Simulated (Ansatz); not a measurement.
# CuAu in Ansatz: the effect of functional

Crystal: CuAu.

```
Au Cu
1.0
     2.79188    0.00000    0.00000
     0.00000    2.79188    0.00000
     0.00000    0.00000    3.66027
Au Cu
1 1
Direct
  0.00000 0.00000 0.00000
  0.50000 0.50000 0.50000
```

The cell isn't the ideal one: volume scaled by 0.98.

Alike in all runs:

- Program: Ansatz 0.2.0
- Task: single point
- Potentials or basis: Ansatz PAW
- k mesh: 9 × 9 × 7
- Occupations: fermi-dirac, width 0.05 eV
- Spin: no spin polarisation

```csv
functional,cutoff,pressure (GPa)
LDA,420 eV (not typed: the program's choice for these potentials),-6.1
PBEsol,420 eV (not typed: the program's choice for these potentials),?
r2SCAN,500 eV (not typed: the program's choice for these potentials),3.0
```

Question: What does the run with functional PBEsol give?

Answer: Pressure -0.7 GPa.

Caveats: the PAW data sets come from PBE, with cores solved anew for the run's functional, which leaves a small shift of forces and pressure.

Runs at the PBE level aren't shown here.
